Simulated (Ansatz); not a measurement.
# Stack of 2H-WS2 under Ta2CF2 MXene, upper layer turned by 180° in a perpendicular field, part 4 of 4

Aim: how the stack of 2H-WS2 under Ta2CF2 MXene, upper layer turned by 180° screens a field along its normal, and what the field does to its bands. A positive field points along +c.

Ansatz 0.2.0; plane-wave DFT, PBE-D3(BJ), Ansatz PAW (the session's first sound run).

So far, work function, upper face (eV): step 3 (single point, field 0, PBE D3(BJ)) 3.83; step 10 (PBE spin-orbit, k-mesh 12×12×1, other threshold) 3.85.

### Step 13. The same run with other settings

This step: plane-wave DFT, PBE-D3(BJ), Ansatz PAW (Ansatz 0.2.0).

An input spoilt on purpose, to show how the run answers: it repeats the earlier run at 0.1 V/Å with scf.occupations from method: fermi_dirac, width: 0.05 to method: methfessel_paxton, width: 1.0, and scf.max_iter set to 100.

File input.yaml:

```yaml
crystal:
  lattice:
    - [3.1735724313, 0.0, 0.0]
    - [-1.5867862157, 2.7483943463, 0.0]
    - [0.0, 0.0, 28.8294066138]
  atoms:
    - { symbol: S, position: [0.3333333333, 0.6666666667, 0.3121812433] }
    - { symbol: W, position: [0.0, 0.0, 0.3666634704] }
    - { symbol: S, position: [0.3333333333, 0.6666666667, 0.421015936] }
    - { symbol: F, position: [0.0, 0.0, 0.5144003906] }
    - { symbol: Ta, position: [0.6666666667, 0.3333333333, 0.5627567943] }
    - { symbol: C, position: [0.3333333333, 0.6666666667, 0.600841744] }
    - { symbol: Ta, position: [0.0, 0.0, 0.6388286526] }
    - { symbol: F, position: [0.6666666667, 0.3333333333, 0.6878187567] }
kpoints:
  mp_grid: { grid: [18, 18, 1] }
  band_path:
    path: [[0, 0, 0], [0.5, 0, 0], [0.33333333, 0.33333333, 0], [0, 0, 0]]
    npoints: 16
hamiltonian:
  xc: pbe
  dispersion: d3bj
scf:
  occupations: { method: methfessel_paxton, width: 1.0 }
  convergence: { dr2_threshold: 1.0e-10 }
  max_iter: 100
efield:
  axis: 3
  dipole_correction: true
  ramp_position: 0.97
  ramp_width: 0.06
  amplitude: 0.1
output:
  write_potential: true
  write_density: true
  volumetric_format: npy
```

The run is started by

```
$ ansatz run input.yaml --threads 4 --pin off --max-ram 6144MiB --backend cpu --events-out ev --progress --plain --runs-dir out
```

Numbers of over 12 decimals in the logs are rounded to 6 here.

Log:

```text
band count auto-derived: 51 (N_el = 70.0; filled up to band 35; 43 by the electrons, moments and atoms)
[...]
Crystal: 8 atoms, lattice volume = 251.457 Å³
Basis set: ecut = 420 eV, 4933 PW (Γ)
Bands: 51, of which v1, the nominal top of the filled ones, is band 35 counted from 1 (34 counted from 0)
Symmetry: 6 space group operations
[...]
k-points: 37 of 324 (time reversal used)
[...]
SCF iter   1: F=—  HF=-33932.992524 eV  |F-HF|=—  |Δ(HF+E_count)|=         —  Δρ=6.68e-2  dr2=1.88e1  ethr=3.10e-3  p=0.061 e·Å  D=4.36e-2 V/Å  ΔV_dip=-1.26 eV  dr2_dipole=2.16e-3  V_vac-E_F(+/−)=6.94/5.55 eV  ⟨swp⟩=8.8  Hψ=10457  notcnv=0
[...]
SCF iter  18: F=-33927.951437 eV  HF=-33927.951437 eV  |F-HF|=5.82e-11  |Δ(HF+E_count)|=  1.02e-10  S|Δr|=    0.00e0  Δρ=1.36e-7  dr2=5.54e-11  ethr=1.00e-12  p=0.078 e·Å  D=5.60e-2 V/Å  ΔV_dip=-1.61 eV  dr2_dipole=5.00e-13  V_vac-E_F(+/−)=4.42/3.39 eV  ⟨swp⟩=12.4  Hψ=8823  notcnv=0
SCF 1 converged in 18 iterations: F = -33927.951437 eV  dr2 = 5.54e-11
[...]
SCF converged after 18 iterations
Stability not checked: this state was not tested for a lower state beside it, because cold or Methfessel-Paxton smearing, or corrected tetrahedra, fill the levels in a way that the test cannot read (fill_not_monotonic; see scf.lower_state_search)
Free energy (F): -33927.951437 eV
[...]
Internal energy: -33928.350584 eV  (E = F + TS)
E sigma→0 (E₀):  -33928.051223 eV
Entropy (-TS):   0.399147 eV (49.893 meV/atom)
Fermi energy:    4.324961 eV
Dipole field:    D = 0.055994 V/Å  (p = 0.077811 e·Å, saw-weighted, corrected)
Work function:   not extracted (applied field tilts the vacuum); planar V_es + V_field profile in the machine report
[...]
--- Band table (eV; the first three rows and the last of 37) ---
  k-point 0: bands = [... 31 lower, 1.0552, 2.4961, 2.4961, 2.6077, 3.5655, 4.9205, 5.5359, 5.5359, ... 12 higher]
  k-point 1: bands = [... 31 lower, 1.1879, 2.3781, 2.5697, 2.5866, 3.5808, 5.0735, 5.4152, 5.5140, ... 12 higher]
  k-point 2: bands = [... 31 lower, 1.3042, 2.0872, 2.4945, 2.7845, 3.6277, 5.1075, 5.2635, 5.4212, ... 12 higher]
  k-point 36: bands = [... 31 lower, 0.2680, 2.6658, 3.0526, 3.5892, 3.6134, 4.5233, 5.9490, 6.1889, ... 12 higher]
```

Run time: 34 s. Hardware: 4 threads of Arm Neoverse V1, shared host; peak memory 0.92 GiB.

```
                     quantity  this run  earlier run  difference
dipole along the normal (e·Å)   0.07781      0.06074       0.017
```

It moves by +0.0171 e·Å.

The fault (a smearing of electronvolts) shows in the results, which are not taken further.

### Step 14. A changed input

Another changed input: it repeats the earlier run at 0.1 V/Å with scf.occupations.method from fermi_dirac to gaussian and scf.occupations.width from 0.05 to 0.001.

Edit input.yaml of step 13 so:

```diff
@@ -23,5 +23,4 @@
 scf:
-  occupations: { method: methfessel_paxton, width: 1.0 }
+  occupations: { method: gaussian, width: 0.001 }
   convergence: { dr2_threshold: 1.0e-10 }
-  max_iter: 100
 efield:
```

Log:

```text
[...]
Crystal: 8 atoms, lattice volume = 251.457 Å³
Basis set: ecut = 420 eV, 4933 PW (Γ)
Bands: 43, of which v1, the nominal top of the filled ones, is band 35 counted from 1 (34 counted from 0)
Symmetry: 6 space group operations
[...]
k-points: 37 of 324 (time reversal used)
[...]
SCF iter   1: F=—  HF=-33933.055367 eV  |F-HF|=—  |Δ(HF+E_count)|=         —  Δρ=6.66e-2  dr2=1.87e1  ethr=3.10e-3  p=0.061 e·Å  D=4.36e-2 V/Å  ΔV_dip=-1.26 eV  dr2_dipole=4.58e-3  V_vac-E_F(+/−)=7.08/5.69 eV  ⟨swp⟩=8.7  Hψ=8296  notcnv=0
[...]
SCF iter  36: F=—  HF=-33928.096654 eV  |F-HF|=—  |Δ(HF+E_count)|=   2.71e-4  Δρ=3.69e-4  dr2=7.00e-3  ethr=1.43e-6  p=0.052 e·Å  D=3.74e-2 V/Å  ΔV_dip=-1.08 eV  dr2_dipole=2.50e-3  V_vac-E_F(+/−)=4.58/3.01 eV  ⟨swp⟩=10.7  Hψ=7153  notcnv=0
[...]
iteration 36: the SCF's residuals had fallen too slowly under its mixing. It goes on by minimising its free energy, and can end on another state than longer mixing would; under `scf.algorithm: density_mixing` no SCF does so, but by `scf.convergence.dm_fallback`
SCF iter  37: F=—  HF=-33928.095353 eV  |F-HF|=—  |Δ(HF+E_count)|=   1.30e-3  Δρ=3.02e-4  dr2=1.97e-3  ethr=1.43e-6  p=0.057 e·Å  D=4.11e-2 V/Å  ΔV_dip=-1.19 eV  dr2_dipole=2.24e-5  V_vac-E_F(+/−)=4.58/3.13 eV  ⟨swp⟩=8.6  Hψ=12702  notcnv=0
[...]
SCF iter  44: F=-33928.095203 eV  HF=-33928.095203 eV  |F-HF|=0.00e0  |Δ(HF+E_count)|=  4.37e-11  Δρ=4.10e-8  dr2=5.90e-11  ethr=1.00e-12  p=0.059 e·Å  D=4.24e-2 V/Å  ΔV_dip=-1.22 eV  dr2_dipole=1.72e-11  V_vac-E_F(+/−)=4.57/3.15 eV  ⟨swp⟩=2.0  Hψ=3756  notcnv=0
SCF 1 converged in 44 iterations: F = -33928.095203 eV  dr2 = 5.90e-11
[...]
SCF converged after 44 iterations
Free energy (F): -33928.095203 eV
[...]
Internal energy: -33928.095179 eV  (E = F + TS)
E sigma→0 (E₀):  -33928.095191 eV
Entropy (-TS):   -0.000024 eV (-0.003 meV/atom)
Fermi energy:    4.366810 eV
Dipole field:    D = 0.042391 V/Å  (p = 0.058907 e·Å, saw-weighted, corrected)
Work function:   not extracted (applied field tilts the vacuum); planar V_es + V_field profile in the machine report
[...]
--- Band table (eV; the first three rows and the last of 37) ---
  k-point 0: bands = [... 31 lower, 0.9007, 2.4623, 2.6218, 2.6218, 3.6964, 5.0515, 5.4163, 5.4163, ... 4 higher]
  k-point 1: bands = [... 31 lower, 1.0365, 2.4356, 2.5082, 2.6954, 3.7117, 5.1937, 5.3653, 5.4378, ... 4 higher]
  k-point 2: bands = [... 31 lower, 1.1543, 2.2109, 2.3471, 2.9102, 3.7582, 5.0836, 5.2552, 5.3192, ... 4 higher]
  k-point 36: bands = [... 31 lower, 0.1168, 2.5100, 3.1804, 3.7137, 3.7339, 4.3669, 5.8146, 6.3210, ... 4 higher]
```

The job ended after 100 s (4 threads; peak memory 1.2 GiB).

Numbers from this step:

```
dipole along the normal : 0.05891 e·Å
```

The electronic bands at the labelled points (eV, zero at the Fermi level):

```
  point  band 32  band 33  band 34  band 35  band 36  band 37  band 38  band 39
      Γ    -3.47    -1.90    -1.75    -1.75    -0.67     0.68     1.05     1.05
halfway    -3.51    -3.12    -2.73    -0.41    -0.33     0.42     0.71     0.82
      M    -3.99    -3.11    -2.79     1.04     1.42     1.56     1.71     1.80
halfway    -4.02    -2.93    -2.29     0.14     0.71     0.91     1.73     1.82
      K    -4.25    -1.86    -1.19    -0.65    -0.63     0.00     1.45     1.95
halfway    -3.23    -2.72    -2.45    -1.73     0.16     0.81     0.97     1.11
      Γ    -3.47    -1.90    -1.75    -1.75    -0.67     0.68     1.05     1.05
```

```
                     quantity  this run  earlier run  difference
dipole along the normal (e·Å)   0.05891      0.06074     -0.0018
```

It moves by -0.00184 e·Å.

Of the bands kept, 2 cross the Fermi level on this path.

### Step 15. Outcome

| Property | Result |
| --- | --- |
| gap without field | none |
| work function, upper face | 3.83 eV |
| step between the vacuum levels | -0.105 eV |
| equivalent conductor thickness, atoms held | 11.4 Å |
| largest split over 2k that stays linear in k at 0.3 V/Å | 0.0787 eV Å |

**Reading.** The induced dipole equals that of a perfect conductor 11.41 Å thick, while the outer atoms lie 10.83 Å apart. The two faces differ: the vacuum level above lies 0.11 eV lower than the one below. There is no gap over 0.03 eV, with or without the field. The main runs have no spin polarisation; a magnetic state could lie lower and would change these results. The field series itself is without spin-orbit coupling. The MXene's terminations sit over the metal atoms of its far layer; the site over carbon or nitrogen, which some compounds prefer, was not run.

[Logs are printed without paths, hosts, clocks, repeated set-up lines and the standing remarks that a program may print on its own settings, such as how far it seeks lower states.]

[Hosts, paths, dates, database ids (printed as entryN), source tags and the programs' standing remarks are cut or masked in the printed files.]

[Maps of the electrostatic potential energy from Ansatz leave out the sawtooth potential of an applied field or a dipole correction, so their vacuum need not be flat; planar profiles and work functions include it.]
